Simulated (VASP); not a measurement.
## What goes wrong when BaTiO3 is relaxed with a bad input

Some relaxations of BaTiO3 get a fault in the input on purpose. Which of them show, and how? The starting structure is a measured crystal structure from the Crystallography Open Database. The first relaxation on each setting starts from this cell expanded by 3 % in volume.

Main program and level: VASP 6.6.1; Kohn-Sham DFT with plane waves and PAW; PBEsol.

### 1. Set-up

It takes space group P4mm (No. 99, tetragonal). Conventional cell: a = 3.990 Å, b = 3.990 Å, c = 4.023 Å, α = 90.00°, β = 90.00°, γ = 90.00°. Nearest to Ba lie 12 O at 2.80 to 2.87 Å. Nearest to Ti lie 6 O at 1.84 to 2.18 Å. Nearest to O lie 2 Ti at 2.00 Å and 4 Ba at 2.80 to 2.87 Å. Nearest to O lie 2 Ti at 1.84 to 2.18 Å and 4 Ba at 2.82 Å. Farther neighbours and most contacts between anions are not listed.

Coordinates:

```cif
data_structure
_symmetry_space_group_name_H-M 'P4mm'
_symmetry_Int_Tables_number 99
_cell_length_a 3.9905
_cell_length_b 3.9905
_cell_length_c 4.0230
_cell_angle_alpha 90.000
_cell_angle_beta 90.000
_cell_angle_gamma 90.000
_cell_volume 64.06
loop_
_atom_site_label
_atom_site_type_symbol
_atom_site_symmetry_multiplicity
_atom_site_Wyckoff_symbol
_atom_site_fract_x
_atom_site_fract_y
_atom_site_fract_z
_atom_site_occupancy
Ba1 Ba 1 a 0.00000 0.00000 0.00000 1
Ti1 Ti 1 b 0.50000 0.50000 0.52200 1
O1 O 2 c 0.00000 0.50000 0.48800 1
O2 O 1 b 0.50000 0.50000 0.97900 1
```

### 2. Reference relaxation

This run starts from the cell of an earlier relaxation, which isn't shown; the restart sets up the plane waves anew.

Contents of INCAR:

```
SYSTEM = BaTiO3
PREC = Accurate
ENCUT = 520
EDIFF = 1E-06
NELM = 100
ISMEAR = 0
SIGMA = 0.03
LREAL = .FALSE.
ALGO = Normal
GGA = PS
NBANDS = 55
ISPIN = 2
MAGMOM = 0 0 1 -1 0 0 0 0 0 0
LASPH = .TRUE.
LMAXMIX = 4
LORBIT = 11
LWAVE = .FALSE.
LCHARG = .FALSE.
KPAR = 16
IBRION = 2
NSW = 50
ISIF = 3
EDIFFG = -0.006
```

Contents of POSCAR:

```
BaTiO3
1.0
    3.9671473233      0.0000000000      0.0000000000
    0.0000000000      3.9671473233      0.0000000000
    0.0000000000      0.0000000000      8.1388391620
Ba Ti O
2 2 6
Direct
    0.0000000000      0.0000000000      0.0028684868
    0.0000000000      0.0000000000      0.5028684868
    0.5000000000      0.5000000000      0.2611616792
    0.5000000000      0.5000000000      0.7611616792
    0.0000000000      0.5000000000      0.2435754629
    0.0000000000      0.5000000000      0.7435754629
    0.5000000000      0.0000000000      0.2435754629
    0.5000000000      0.0000000000      0.7435754629
    0.5000000000      0.5000000000      0.4873189083
    0.5000000000      0.5000000000      0.9873189083
```

Contents of KPOINTS:

```
Automatic mesh
0
Gamma
6 6 4
0 0 0
```

PAW data sets: Ba_sv, Ti_sv and O (PBE family, release 64).

Run with:

```console
> mpirun -np 16 vasp_std
```

The program printed:

```text
[banner, memory and clock lines left out]
running   16 mpi-ranks, on    1 nodes
 distrk:  each k-point on    1 cores,   16 groups
 distr:  one band on    1 cores,    1 groups

 POSCAR found type information on POSCAR BaTiO
 POSCAR found :  3 types and      10 ions
|                                                                             |
|           W    W    AA    RRRRR   N    N  II  N    N   GGGG   !!!           |
|           W    W   A  A   R    R  NN   N  II  NN   N  G    G  !!!           |
|           W    W  A    A  R    R  N N  N  II  N N  N  G       !!!           |
|           W WW W  AAAAAA  RRRRR   N  N N  II  N  N N  G  GGG   !            |
|           WW  WW  A    A  R   R   N   NN  II  N   NN  G    G                |
|           W    W  A    A  R    R  N    N  II  N    N   GGGG   !!!           |
|                                                                             |
|     For optimal performance we recommend to set                             |
|       NCORE = 2 up to number-of-cores-per-socket                            |
|     NCORE specifies how many cores store one orbital (NPAR=cpu/NCORE).      |
|     This setting can greatly improve the performance of VASP for DFT.       |
|     The default, NCORE=1 might be grossly inefficient on modern             |
|     multi-core architectures or massively parallel machines. Do your        |
|     Unfortunately you need to use the default for GW and RPA                |
|     calculations (for HF NCORE is supported but not extensively tested      |
|     yet).                                                                   |
|                                                                             |

|                                                                             |
|               ----> ADVICE to this user running VASP <----                  |
|                                                                             |
|     You enforced a specific xc type in the INCAR file but a different       |
|     [... a line on the potential file left out ...]
|     I HOPE YOU KNOW WHAT YOU ARE DOING!                                     |
|                                                                             |

 LDA part: xc-table for (Slater+PW92), standard interpolation
 POSCAR, INCAR and KPOINTS ok, starting setup
 FFT: planning ... GRIDC
 FFT: planning ... GRID_SOFT
 FFT: planning ... GRID
 WAVECAR not read
 entering main loop
       N       E                     dE             d eps       ncg     rms          rms(c)
DAV:   1     0.968932001705E+03    0.96893E+03   -0.39273E+04  6600   0.158E+03
DAV:   2     0.411364607566E+02   -0.92780E+03   -0.85618E+03  7077   0.456E+02
DAV:   3    -0.943309660913E+02   -0.13547E+03   -0.13262E+03  8491   0.171E+02
DAV:   4    -0.103374225808E+03   -0.90433E+01   -0.90148E+01 10160   0.402E+01
DAV:   5    -0.103773425989E+03   -0.39920E+00   -0.39892E+00  8970   0.711E+00    0.348E+01
DAV:   6    -0.839056852875E+02    0.19868E+02   -0.92367E+01  9874   0.682E+01    0.141E+01
DAV:   7    -0.843500574976E+02   -0.44437E+00   -0.18411E+01  9305   0.243E+01    0.103E+01
DAV:   8    -0.839982927980E+02    0.35176E+00   -0.18766E+00  9276   0.110E+01    0.338E+00
DAV:   9    -0.840091912494E+02   -0.10898E-01   -0.46220E-01  8783   0.349E+00    0.133E+00
DAV:  10    -0.840104502407E+02   -0.12590E-02   -0.71351E-02  8423   0.126E+00    0.106E+00
DAV:  11    -0.840045902234E+02    0.58600E-02   -0.20222E-02  8832   0.129E+00    0.281E-01
DAV:  12    -0.840042554175E+02    0.33481E-03   -0.19513E-03 10087   0.274E-01    0.640E-02
DAV:  13    -0.840041313677E+02    0.12405E-03   -0.46954E-04  8220   0.142E-01    0.383E-02
DAV:  14    -0.840041523291E+02   -0.20961E-04   -0.74621E-05 10003   0.696E-02    0.277E-02
DAV:  15    -0.840041571975E+02   -0.48684E-05   -0.27790E-05  7980   0.260E-02    0.115E-02
DAV:  16    -0.840041569826E+02    0.21492E-06   -0.18445E-06  6267   0.758E-03
   1 F= -.84004157E+02 E0= -.84004157E+02  d E =-.840042E+02  mag=    -0.0000
 curvature:   0.00 expect dE= 0.000E+00 dE for cont linesearch  0.000E+00
 trial: gam= 0.00000 g(F)=  0.194E-05 g(S)=  0.195E-04 ort = 0.000E+00 (trialstep = 0.100E+01)
 search vector abs. value=  0.214E-04
 reached required accuracy - stopping structural energy minimisation
```

Wall time 49 s (16 MPI ranks of Intel Xeon 6975P-C (Granite Rapids), shared host); peak memory 8.4 GiB.

Lines that name or quote the potential files are left out of all logs, and their timing lines are given in words.

Parts of OUTCAR (step 2):

```text
ion  position               nearest neighbor table
   1  0.000  0.000  0.003-   5 2.79   7 2.79   5 2.79   7 2.79  10 2.81  10 2.81  10 2.81  10 2.81
                             8 2.90   8 2.90   6 2.90   6 2.90   4 3.43   4 3.43   4 3.43   4 3.43
   2  0.000  0.000  0.503-   6 2.79   8 2.79   6 2.79   8 2.79   9 2.81   9 2.81   9 2.81   9 2.81
                             7 2.90   5 2.90   5 2.90   7 2.90   3 3.43   3 3.43   3 3.43   3 3.43
   3  0.500  0.500  0.261-   9 1.84   7 1.99   5 1.99   7 1.99   5 1.99  10 2.23   2 3.43   2 3.43
                             2 3.43   2 3.43   1 3.51   1 3.51   1 3.51   1 3.51
   4  0.500  0.500  0.761-  10 1.84   8 1.99   6 1.99   8 1.99   6 1.99   9 2.23   1 3.43   1 3.43
                             1 3.43   1 3.43   2 3.51   2 3.51   2 3.51   2 3.51
   5  0.000  0.500  0.244-   3 1.99   3 1.99   1 2.79   1 2.79   2 2.90   2 2.90
   6  0.000  0.500  0.744-   4 1.99   4 1.99   2 2.79   2 2.79   1 2.90   1 2.90
   7  0.500  0.000  0.244-   3 1.99   3 1.99   1 2.79   1 2.79   2 2.90   2 2.90
   8  0.500  0.000  0.744-   4 1.99   4 1.99   2 2.79   2 2.79   1 2.90   1 2.90
   9  0.500  0.500  0.487-   3 1.84   4 2.23   2 2.81   2 2.81   2 2.81   2 2.81
  10  0.500  0.500  0.987-   4 1.84   3 2.23   1 2.81   1 2.81   1 2.81   1 2.81

  LATTYP: Found a simple tetragonal cell.
 ALAT       =     3.9671473233
 C/A-ratio  =     2.0515595965

 Subroutine GETGRP returns: Found  8 space group operations
 (whereof  8 operations were pure point group operations)

The static configuration has the point symmetry C_4v.

 Found     30 irreducible k-points:

   k-points           NKPTS =     30   k-points in BZ     NKDIM =     30   number of bands    NBANDS=     55

   dimension x,y,z NGX =    30 NGY =   30 NGZ =   64
   dimension x,y,z NGXF=    60 NGYF=   60 NGZF=  128

   ENCUT  =  520.0 eV  38.22 Ry    6.18 a.u.   7.38  7.38 15.13*2*pi/ulx,y,z

   NELECT =      80.0000    total number of electrons

 k-points in reciprocal lattice and weights: Automatic mesh
   0.00000000  0.00000000  0.00000000       0.007
   0.16666667  0.00000000  0.00000000       0.028
   0.33333333  0.00000000  0.00000000       0.028
   0.50000000  0.00000000  0.00000000       0.014
   0.16666667  0.16666667  0.00000000       0.028
   0.33333333  0.16666667  0.00000000       0.056
   0.50000000  0.16666667  0.00000000       0.028
   0.33333333  0.33333333  0.00000000       0.028
   0.50000000  0.33333333  0.00000000       0.028
[...]
0.50000000  0.33333333  0.50000000       0.028
   0.50000000  0.50000000  0.50000000       0.007

 average (electrostatic) potential at core
       1 -32.7762       2 -32.7762       3 -76.5736       4 -76.5736       5 -69.6349
       6 -69.6349       7 -69.6349       8 -69.6349       9 -69.8297      10 -69.8297

 E-fermi :   3.9854

 spin component 1
 k-point     1 :       0.0000    0.0000    0.0000
  band No.  band energies     occupation
    ...
     36       3.0780      1.00000
     37       3.0780      1.00000
     38       3.2638      1.00000
     39       3.3811      1.00000
     40       3.3811      1.00000
     41       5.5767      0.00000
     42       5.7328      0.00000
     43       5.9817      0.00000
     44       5.9817      0.00000
     45       7.3744      0.00000
    ...

 k-point     2 :       0.1667    0.0000    0.0000
  band No.  band energies     occupation
    ...
     36       2.7286      1.00000
     37       2.7376      1.00000
     38       2.8275      1.00000
     39       3.1110      1.00000
     40       3.2416      1.00000
     41       5.9838      0.00000
     42       6.1417      0.00000
     43       6.2188      0.00000
     44       6.2301      0.00000
     45       7.3345      0.00000
    ...

 k-point     3 :       0.3333    0.0000    0.0000
  band No.  band energies     occupation
    ...
     36       2.5290      1.00000
     37       2.7048      1.00000
     38       2.7341      1.00000
     39       2.9005      1.00000
     40       3.3208      1.00000
     41       6.0661      0.00000
     42       6.9886      0.00000
     43       7.0026      0.00000
     44       7.0324      0.00000
     45       7.3839      0.00000
    ...

 k-point     4 :       0.5000    0.0000    0.0000
  band No.  band energies     occupation
    ...
     36       2.5728      1.00000
     37       2.7593      1.00000
     38       2.7857      1.00000
     39       2.8262      1.00000
     40       3.4831      1.00000
     41       6.1051      0.00000
     42       7.3716      0.00000
     43       7.3881      0.00000
     44       7.4054      0.00000
     45       7.4391      0.00000
    ...

 k-point     5 :       0.1667    0.1667    0.0000
  band No.  band energies     occupation
    ...
     36       2.6851      1.00000
     37       2.7007      1.00000
     38       2.7809      1.00000
     39       3.1312      1.00000
     40       3.2454      1.00000
     41       6.1371      0.00000
     42       6.3473      0.00000
     43       6.4150      0.00000
     44       6.5562      0.00000
     45       7.3547      0.00000
    ...

 k-point     6 :       0.3333    0.1667    0.0000
  band No.  band energies     occupation
    ...
     36       2.7925      1.00000
     37       2.8377      1.00000
     38       2.8798      1.00000
     39       3.0613      1.00000
     40       3.3177      1.00000
     41       6.2827      0.00000
     42       7.0188      0.00000
     43       7.0690      0.00000
     44       7.2117      0.00000
     45       7.4456      0.00000
    ...

  Total        0.0435694      0.0435694      0.0154819      0.0000000     -0.0000000      0.0000000
  in kB        0.5449705      0.5449705      0.1936486      0.0000000     -0.0000000      0.0000000
  external PRESSURE =       0.4278632 kB  Pullay stress =       0.0000000 kB

  energy-cutoff  :      520.00
  volume of cell :      128.09
      direct lattice vectors                 reciprocal lattice vectors
     3.967147323  0.000000000  0.000000000     0.252070296  0.000000000  0.000000000
     0.000000000  3.967147323  0.000000000     0.000000000  0.252070296  0.000000000
     0.000000000  0.000000000  8.138839162     0.000000000  0.000000000  0.122867645

 POSITION                                       TOTAL-FORCE (eV/Angst)
 -----------------------------------------------------------------------------------
      0.00000      0.00000      0.02335         0.000000     -0.000000     -0.001373
      0.00000      0.00000      4.09277         0.000000     -0.000000     -0.001373
      1.98357      1.98357      2.12555        -0.000000      0.000000      0.003121
      1.98357      1.98357      6.19497        -0.000000      0.000000      0.003121
      0.00000      1.98357      1.98242         0.000000     -0.000000      0.000536
      0.00000      1.98357      6.05184         0.000000     -0.000000      0.000536
      1.98357      0.00000      1.98242         0.000000     -0.000000      0.000536
      1.98357      0.00000      6.05184         0.000000     -0.000000      0.000536
      1.98357      1.98357      3.96621         0.000000     -0.000000     -0.002819
      1.98357      1.98357      8.03563         0.000000     -0.000000     -0.002819
 -----------------------------------------------------------------------------------
    total drift:                                0.000000      0.000000     -0.001150

  FREE ENERGIE OF THE ION-ELECTRON SYSTEM (eV)
  ---------------------------------------------------
  free  energy   TOTEN  =       -84.0041569826 eV

  energy  without entropy=      -84.0041569826  energy(sigma->0) =      -84.00415698

 reached required accuracy - stopping structural energy minimisation

 total charge
# of ion       s       p       d       tot
------------------------------------------
    1        2.003   5.634   0.339   7.976
    2        2.003   5.634   0.339   7.976
    3        2.223   6.283   1.773  10.278
    4        2.223   6.283   1.773  10.278
    5        1.559   3.453   0.000   5.011
    6        1.559   3.453   0.000   5.011
    7        1.559   3.453   0.000   5.011
    8        1.559   3.453   0.000   5.011
    9        1.564   3.449   0.000   5.013
   10        1.564   3.449   0.000   5.013
--------------------------------------------------
tot         17.815  44.542   4.223  66.580

 magnetization (x)
# of ion       s       p       d       tot
------------------------------------------
    1       -0.000  -0.000   0.000   0.000
    2        0.000   0.000  -0.000  -0.000
    3       -0.000   0.000  -0.000   0.000
    4        0.000  -0.000   0.000  -0.000
    5        0.000   0.000   0.000   0.000
    6       -0.000  -0.000   0.000  -0.000
    7        0.000   0.000   0.000   0.000
    8       -0.000  -0.000   0.000  -0.000
    9        0.000   0.000   0.000   0.000
   10       -0.000  -0.000   0.000  -0.000
--------------------------------------------------
tot          0.000   0.000   0.000   0.000

[... 1 further part left out ...]
```

The moments of the start collapse, so the state is non-magnetic; other starts or orders were not tried. The PAW data sets were made with PBE, which is usual practice but a small mismatch for other functionals. The run keeps the 8 symmetry operations of its start, so it cannot find a distortion of lower symmetry.

The reference relaxation ends at 12.809 Å³ an atom.

### 3. Relaxation with an ionic step far too long

A slip made on purpose: an ionic step far too long. Against step 2 the input has IBRION = 1 and POTIM = 2 (also changed: NELM and NSW).

Edit INCAR of step 2 so:

```diff
@@ -4,3 +4,3 @@
 EDIFF = 1E-06
-NELM = 100
+NELM = 60
 ISMEAR = 0
@@ -19,5 +19,6 @@
 KPAR = 16
-IBRION = 2
-NSW = 50
+IBRION = 1
+NSW = 30
 ISIF = 3
 EDIFFG = -0.006
+POTIM = 2
```

Contents of POSCAR:

```
BaTiO3
1.0
    4.0299922726      0.0000000000      0.0000000000
    0.0000000000      4.0299922726      0.0000000000
    0.0000000000      0.0000000000      8.1257291417
Ba Ti O
2 2 6
Direct
    0.0000000000      0.0000000000      0.0000000000
    0.0000000000      0.0000000000      0.5000000000
    0.5000000000      0.5000000000      0.2610000000
    0.5000000000      0.5000000000      0.7610000000
    0.0000000000      0.5000000000      0.2440000000
    0.0000000000      0.5000000000      0.7440000000
    0.5000000000      0.0000000000      0.2440000000
    0.5000000000      0.0000000000      0.7440000000
    0.5000000000      0.5000000000      0.4895000000
    0.5000000000      0.5000000000      0.9895000000
```

KPOINTS is that of step 2.

Run with:

```console
> mpirun -np 16 vasp_std
```

The program printed:

```text
[banner, memory and clock lines left out]
running   16 mpi-ranks, on    1 nodes
[...]
[... a notice as in an earlier step ...]

 [... a notice as in an earlier step ...]

 LDA part: xc-table for (Slater+PW92), standard interpolation
 POSCAR, INCAR and KPOINTS ok, starting setup
[...]
entering main loop
       N       E                     dE             d eps       ncg     rms          rms(c)
DAV:   1     0.959948088133E+03    0.95995E+03   -0.39057E+04  6600   0.157E+03
DAV:   2     0.423645945634E+02   -0.91758E+03   -0.85017E+03  7024   0.454E+02
DAV:   3    -0.946989503374E+02   -0.13706E+03   -0.13417E+03  8539   0.170E+02
DAV:   4    -0.103598034702E+03   -0.88991E+01   -0.88690E+01 10112   0.398E+01
[...]
DAV:  14    -0.839244863366E+02   -0.13123E-04   -0.75928E-05  9341   0.622E-02    0.192E-02
DAV:  15    -0.839244882253E+02   -0.18887E-05   -0.14983E-05  8663   0.182E-02    0.976E-03
DAV:  16    -0.839244881618E+02    0.63462E-07   -0.61662E-07  4666   0.571E-03
[...]
4 F= -.83200174E+02 E0= -.83200174E+02  d E =0.731994E+00  mag=     0.0000
   5 F= -.83984439E+02 E0= -.83984439E+02  d E =-.784266E+00  mag=    -0.0000
   6 F= -.83235364E+02 E0= -.83235364E+02  d E =0.749076E+00  mag=     0.0000
   7 F= -.84001210E+02 E0= -.84001210E+02  d E =-.765847E+00  mag=     0.0000
   8 F= -.84002532E+02 E0= -.84002532E+02  d E =-.132143E-02  mag=    -0.0000
   9 F= -.84003680E+02 E0= -.84003680E+02  d E =-.114823E-02  mag=    -0.0000
  10 F= -.84004564E+02 E0= -.84004564E+02  d E =-.884188E-03  mag=    -0.0000
  11 F= -.84005174E+02 E0= -.84005174E+02  d E =-.609674E-03  mag=     0.0000
  12 F= -.83947897E+02 E0= -.83947897E+02  d E =0.572770E-01  mag=     0.0000
  13 F= -.84007937E+02 E0= -.84007937E+02  d E =-.600404E-01  mag=     0.0000
  14 F= -.84004140E+02 E0= -.84004140E+02  d E =0.379663E-02  mag=     0.0000
  15 F= -.84008197E+02 E0= -.84008197E+02  d E =-.405641E-02  mag=     0.0000
  16 F= -.84004477E+02 E0= -.84004477E+02  d E =0.371987E-02  mag=    -0.0000
[...]
hard stop encountered!  aborting job ...
[...]
|     The electronic self-consistency was not achieved in the given           |
[...]
soft stop encountered!  aborting job ...
  17 F= -.84011182E+02 E0= -.84011182E+02  d E =-.200537E-28  mag=    -0.0000
 deleting file STOPCAR
```

It took 6.7 min on 16 MPI ranks; peak memory 8.9 GiB.

Logs of long relaxations may skip ionic steps without a mark.

The run was stopped at its time limit, after 17 ionic steps.

[end of part 1 of 2]

[Lines on the potential files, build, host, timing and source positions are cut from VASP's logs without a mark.]

[Logs are printed without paths, hosts, clocks, repeated set-up lines and the standing remarks that a program may print on its own settings, such as how far it seeks lower states.]

[Hosts, paths, dates, database ids (printed as entryN), source tags and the programs' standing remarks are cut or masked in the printed files.]
